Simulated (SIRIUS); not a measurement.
SiC (Moissanite) under changes of volume

One of the cells (10.548 Å³/atom); the others are scaled copies at fixed shape and fractional positions:

```
Si C
1.0
     3.09637    0.00000    0.00000
    -1.54819    2.68154    0.00000
     0.00000    0.00000    5.08143
Si C
2 2
Direct
  0.66667 0.33333 0.50000
  0.33333 0.66667 0.00000
  0.66667 0.33333 0.88500
  0.33333 0.66667 0.38500
```

| Quantity | Value |
| --- | --- |
| Program | SIRIUS 7.12.0 |
| Functional | PBEsol |
| Potentials or basis | PseudoDojo 0.4.1 PBEsol standard (scalar relativistic) |
| Cutoff | 1127 eV |
| Density cutoff | 4507 eV |
| k mesh | 10 × 10 × 5 |
| Occupations | fermi-dirac, width 0.05 eV |
| Spin | no spin polarisation |

```tsv
volume (Å³/atom)	energy over the lowest point (meV/atom)	pressure (GPa)	gap on the mesh (eV)	largest force (eV/Å)
9.721	?	?	?	?
9.927	10.98	10.1	2.26	0.823
10.134	1.18	5.0	2.30	0.788
10.548	0.00	-3.9	2.36	0.724
10.755	7.50	-7.8	2.39	0.695
10.961	19.73	-11.2	2.37	0.667
```

**Question.** What does the run at 9.721 Å³/atom give?

**Answer.** Energy over the lowest point 27.77 meV/atom; pressure 15.8 GPa; gap on the mesh 2.23 eV; largest force 0.859 eV/Å.

Worked out: A Birch-Murnaghan fit of order 3 (a polynomial in V^(-2/3)) to the other rows has its minimum at 10.36 Å³/atom with B0 = V·E''(V) = 221 GPa and B' = 3.7 at fixed shape and positions, which overstates the stiffness. It gives 27.62 meV/atom at 9.721 Å³/atom, against the run's 27.77, and -dE/dV = 15.8 GPa, against 15.8. A parabola through the other rows of the gap, of slope 3.33 eV per unit of ln V there, extrapolates to 2.19 eV, against the run's 2.23.

Energies are extrapolated to zero smearing.

Caveats: an odd mesh through Γ misses points on the zone boundary, where band edges often lie.
